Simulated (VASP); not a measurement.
# Sc (I4/mmm) in VASP: notebook, part 2 of 2

VASP 6.6.1. Earlier steps stand in the parts before.

### 3 Equation of state, PBE+D3+U

File run.py:

```python
from ase.calculators.vasp import Vasp
from ase.eos import EquationOfState
from ase.io import Trajectory
from ase.io import read
from ase.units import GPa

atoms = read('POSCAR')
calc = Vasp(
    directory='calc',
    xc='pbe',
    pp='PBE',
    setups='minimal',
    prec='Accurate',
    encut=500,
    ediff=1e-07,
    ismear=-5,
    sigma=0.05,
    lreal=False,
    lasph=True,
    nelm=80,
    algo='Normal',
    isif=2,
    lwave=False,
    lcharg=False,
    lmaxmix=4,
    ldautype=2,
    ldauprint=1,
    ivdw=11,
    ldau_luj={'Sc': {'L': 2, 'U': 1, 'J': 0}},
    kpts=[10, 10, 10],
    gamma=True,
)
atoms.calc = calc
cell = atoms.cell.copy()
volumes, energies = [], []
traj = Trajectory('eos.traj', 'w')
for x in [0.94, 0.96, 0.98, 1.0, 1.02, 1.04, 1.06]:
    atoms.set_cell(cell * x ** (1 / 3), scale_atoms=True)
    volumes.append(atoms.get_volume())
    energies.append(atoms.get_potential_energy())
    traj.write(atoms)
    print(f'{x:5.2f} {volumes[-1]:12.5f} {energies[-1]:14.6f}')

v0, e0, B = EquationOfState(volumes, energies, eos='vinet').fit()
print(f'V0 = {v0:.4f} A^3, E0 = {e0:.6f} eV, B = {B / GPa:.2f} GPa')
```

File POSCAR:

```
Sc
1.0
   -1.9172054859      1.9172054859      1.7176030000
    1.9172054859     -1.9172054859      1.7176030000
    1.9172054859      1.9172054859     -1.7176030000
Sc
1
Direct
    0.0000000000      0.0000000000      0.0000000000
```

Potentials or basis: VASP PAW PBE potentials, release 64 (Sc_sv).

Launch:

```bash
python run.py
```

Log:

```text
0.94     23.73821      -5.961988
 0.96     24.24328      -5.968026
 0.98     24.74835      -5.970369
 1.00     25.25341      -5.969317
 1.02     25.75848      -5.965066
 1.04     26.26355      -5.957975
 1.06     26.76862      -5.948231
V0 = 24.8350 A^3, E0 = -5.970422 eV, B = 52.46 GPa
```

OUTCAR:

```text
ENCUT = 500.000000
   EDIFF = 1.00e-07
   GGA = PE
   PREC = Accurate
   ISIF = 2
   ISMEAR = -5
   NELM = 80
   IVDW = 11
   LASPH = .TRUE.
   LREAL = .FALSE.
 IVDW          = 11

 ion  position               nearest neighbor table
   1  0.000  0.000  0.000-

  LATTYP: Found a body centered tetragonal cell.
 ALAT       =     3.9096145933
 C/A-ratio  =     0.8958888406

  Lattice vectors:

 A1 = (  -1.9548072966,   1.9548072966,   1.7512900426)
 A2 = (   1.9548072966,  -1.9548072966,   1.7512900426)
 A3 = (   1.9548072966,   1.9548072966,  -1.7512900426)

Analysis of symmetry for initial positions (statically):
=====================================================================
 Subroutine PRICEL returns:
 Original cell was already a primitive cell.

 Routine SETGRP: Setting up the symmetry group for a
 body centered tetragonal supercell.

 Subroutine GETGRP returns: Found 16 space group operations
 (whereof 16 operations were pure point group operations)
 out of a pool of 16 trial point group operations.

The static configuration has the point symmetry D_4h.

Analysis of symmetry for dynamics (positions and initial velocities):
=====================================================================
 Subroutine PRICEL returns:
 Original cell was already a primitive cell.

 Routine SETGRP: Setting up the symmetry group for a
 body centered tetragonal supercell.

 Subroutine GETGRP returns: Found 16 space group operations
 (whereof 16 operations were pure point group operations)
 out of a pool of 16 trial point group operations.

The dynamic configuration has the point symmetry D_4h.

 Subroutine INISYM returns: Found 16 space group operations
 (whereof 16 operations are pure point group operations),
 and found     1 'primitive' translations

----------------------------------------------------------------------------------------

                                     Primitive cell

  volume of cell :      26.7686

[... 159 lines left out ...]
 -0.0000  0.0000  0.0000  0.0000  0.1112

 occupancies and eigenvectors

  o =  0.0637  v =  1.0000  0.0000  0.0000  0.0000  0.0000  0.0000  0.0000  0.0000  0.0000  0.0000      0.0000  0.0000  0.0000  0.0000  0.0000  0.0000  0.0000  0.0000  0.0000  0.0000
  o =  0.0637  v =  0.0000  0.0000  0.0000  0.0000  0.0000  1.0000  0.0000  0.0000  0.0000  0.0000      0.0000  0.0000  0.0000  0.0000  0.0000  0.0000  0.0000  0.0000  0.0000  0.0000
  o =  0.0682  v =  0.0000 -0.9167  0.0000 -0.3996 -0.0000  0.0000  0.0000  0.0000  0.0000  0.0000      0.0000  0.0000  0.0000  0.0000  0.0000  0.0000  0.0000  0.0000  0.0000  0.0000
  o =  0.0682  v =  0.0000  0.0000  0.0000  0.0000  0.0000  0.0000 -0.9167  0.0000 -0.3996 -0.0000      0.0000  0.0000  0.0000  0.0000  0.0000  0.0000  0.0000  0.0000  0.0000  0.0000
  o =  0.0682  v =  0.0000 -0.3996  0.0000  0.9167  0.0000  0.0000  0.0000  0.0000  0.0000  0.0000      0.0000  0.0000  0.0000  0.0000  0.0000  0.0000  0.0000  0.0000  0.0000  0.0000
  o =  0.0682  v =  0.0000  0.0000  0.0000  0.0000  0.0000  0.0000 -0.3996  0.0000  0.9167  0.0000      0.0000  0.0000  0.0000  0.0000  0.0000  0.0000  0.0000  0.0000  0.0000  0.0000
  o =  0.1112  v =  0.0000  0.0000  0.0000  0.0000  0.0000  0.0000 -0.0000 -0.0000 -0.0000  1.0000      0.0000  0.0000  0.0000  0.0000  0.0000  0.0000  0.0000  0.0000  0.0000  0.0000
  o =  0.1112  v =  0.0000 -0.0000 -0.0000 -0.0000  1.0000  0.0000  0.0000  0.0000  0.0000  0.0000      0.0000  0.0000  0.0000  0.0000  0.0000  0.0000  0.0000  0.0000  0.0000  0.0000
  o =  0.1298  v =  0.0000  0.0000 -1.0000  0.0000 -0.0000  0.0000  0.0000  0.0000  0.0000  0.0000      0.0000  0.0000  0.0000  0.0000  0.0000  0.0000  0.0000  0.0000  0.0000  0.0000
  o =  0.1298  v =  0.0000  0.0000  0.0000  0.0000  0.0000  0.0000  0.0000 -1.0000  0.0000 -0.0000      0.0000  0.0000  0.0000  0.0000  0.0000  0.0000  0.0000  0.0000  0.0000  0.0000

 BZINTS: Fermi energy:    3.461286;   11.000000 electrons
         Band energy:-0.238631E+03;  BLOECHL correction:   -0.020475

 number of electron      10.9999998 magnetization

 Free energy of the ion-electron system (eV)
  ---------------------------------------------------
  ext. energy  EPLUGINS =         0.00000000
  ---------------------------------------------------
  free energy    TOTEN  =        -5.70647610 eV

  energy without entropy =       -5.70647610  energy(sigma->0) =       -5.70647610

 E-fermi :   3.4613     XC(G=0):  -9.5813

 val. band max:        3.4658976194   @ k =  -0.4000   0.4000   0.0000
 cond. band min:       3.4659827611   @ k =   0.4000   0.2000   0.1000
 fundamental gap:      0.0000851417
 Fermi energy:         3.4612855755

 k-point     1 :       0.0000    0.0000    0.0000
  band No.  band energies     occupation
      1     -46.6888      2.00000
      2     -25.1354      2.00000
      3     -25.1354      2.00000
      4     -25.0997      2.00000
      5      -1.7586      2.00000
      6       4.5064      0.00000
      7       5.1546      0.00000
      8       5.1546      0.00000
      9       5.6959      0.00000
[... 265 lines left out ...]
 k-point    24 :       0.4000    0.3000    0.0000
  band No.  band energies     occupation
      1     -46.6406      2.00000
      2     -25.3520      2.00000
      3     -25.2873      2.00000
      4     -25.1610      2.00000
      5       2.6679      2.00000
      6       3.2219      2.05694
      7       3.5697     -0.00955
      8       6.1224      0.00000
      9       6.2807      0.00000

 [... further k-points ...]

------------------------ aborting loop because EDIFF is reached ----------------------------------------

 Edisp (eV)   -0.24175

 E8    (eV) :    -0.1374

  FORCE on cell =-STRESS in cart. coord.  units (eV):
  Direction    XX          YY          ZZ          XY          YZ          ZX
  --------------------------------------------------------------------------------------
  -------------------------------------------------------------------------------------
  Total      -0.66331    -0.66331    -0.45715     0.00000    -0.00000    -0.00000
  in kB     -39.70088   -39.70088   -27.36199     0.00000    -0.00000    -0.00000
  external pressure =      -35.59 kB  Pullay stress =        0.00 kB

 VOLUME and BASIS-vectors are now :
 -----------------------------------------------------------------------------
  energy-cutoff  :      500.00
  volume of cell :       26.77
      direct lattice vectors                 reciprocal lattice vectors
    -1.954807297  1.954807297  1.751290043     0.000000000  0.255779688  0.285503822
     1.954807297 -1.954807297  1.751290043     0.255779688  0.000000000  0.285503822
     1.954807297  1.954807297 -1.751290043     0.255779688  0.255779688  0.000000000

 POSITION                                       TOTAL-FORCE (eV/Angst)
 -----------------------------------------------------------------------------------
      0.00000      0.00000      0.00000         0.000000      0.000000      0.000000
 -----------------------------------------------------------------------------------
    total drift:                                0.000000      0.000000      0.000000

  FREE ENERGIE OF THE ION-ELECTRON SYSTEM (eV)
  ---------------------------------------------------
  free  energy   TOTEN  =        -5.9482308779 eV

  energy  without entropy=       -5.9482308779  energy(sigma->0) =       -5.94823088
```

INCAR:

```text
ENCUT = 500.000000
SIGMA = 0.050000
EDIFF = 1.00e-07
ALGO = Normal
GGA = PE
PREC = Accurate
ISIF = 2
ISMEAR = -5
LDAUPRINT = 1
LDAUTYPE = 2
LMAXMIX = 4
NELM = 80
IVDW = 11
LASPH = .TRUE.
LCHARG = .FALSE.
LWAVE = .FALSE.
LREAL = .FALSE.
LDAU = .TRUE.
LDAUL = 2
LDAUU = 1.000
LDAUJ = 0.000
```

Run time: 3.6 min. Hardware: 1 thread of Intel Xeon Platinum 8175M at 2.50GHz (Skylake/Cascade Lake), shared host; peak memory 0.16 GiB.

What came out:

- Equilibrium volume: 24.84 Å³/atom
- Bulk modulus at fixed shape and positions: 52 GPa
- Pressure derivative of the bulk modulus: 3.1

Energy against volume, from the lowest point:
| volume (Å³/atom) | energy (meV/atom) |
| --- | --- |
| 23.738 | 8.38 |
| 24.243 | 2.34 |
| 24.748 | 0.00 |
| 25.253 | 1.05 |
| 25.758 | 5.30 |
| 26.264 | 12.39 |
| 26.769 | 22.14 |

Caveat: the cell was scaled at fixed shape and fractional positions, which overstates the stiffness of a crystal with free parameters, most of all of layers and chains; the U is typed as a test and isn't derived for this compound.

### 4 Equation of state, BEEF-vdW (cell strained at random at fixed volume)

Changes to run.py since step 3:

```diff
@@ -9,14 +9,14 @@
     directory='calc',
-    xc='pbe',
+    xc='beef-vdw',
     pp='PBE',
-    setups='minimal',
+    setups='recommended',
     prec='Accurate',
-    encut=500,
-    ediff=1e-07,
-    ismear=-5,
-    sigma=0.05,
+    encut=520,
+    ediff=1e-06,
+    ismear=0,
+    sigma=0.5,
     lreal=False,
     lasph=True,
-    nelm=80,
-    algo='Normal',
+    nelm=100,
+    algo='Fast',
     isif=2,
@@ -24,8 +24,3 @@
     lcharg=False,
-    lmaxmix=4,
-    ldautype=2,
-    ldauprint=1,
-    ivdw=11,
-    ldau_luj={'Sc': {'L': 2, 'U': 1, 'J': 0}},
-    kpts=[10, 10, 10],
+    kpts=[2, 2, 2],
     gamma=True,
```

File POSCAR:

```
Sc
1.0
   -1.9731180000      1.8719500000      1.6782590000
    1.9936110000     -1.9216760000      1.7566390000
    1.9292250000      1.8777830000     -1.7337640000
Sc
1
Direct
   -0.0027690000      0.0213440000      0.0000840000
```

Launch:

```bash
python run.py
```

Run time: 7.2 min. Hardware: 1 thread of Intel Xeon Platinum 8175M at 2.50GHz (Skylake/Cascade Lake), shared host; peak memory 0.27 GiB.

These settings aren't checked as converged (typed here: k = 2 × 2 × 2; ISMEAR = 0; SIGMA = 0.5): the numbers below hold their error.

What came out:

```yaml
Equilibrium_volume: outside the volumes run
```

Caveat: the k mesh is coarse (spacing up to 1.26 Å⁻¹), so the values aren't converged; the PAW data sets were made with another functional, which shifts forces and pressure a little.

### 5 For comparison

An earlier run on the cell as given: functional PBE; potentials or basis VASP PAW PBE potentials, release 64 (Sc_sv); cutoff 520 eV; k mesh 10 × 10 × 10; occupations fermi-dirac, width 0.05 eV; no spin polarisation.

* Pressure: -0.8 GPa
* Band gap on the k mesh: none (metal or under the smearing width)
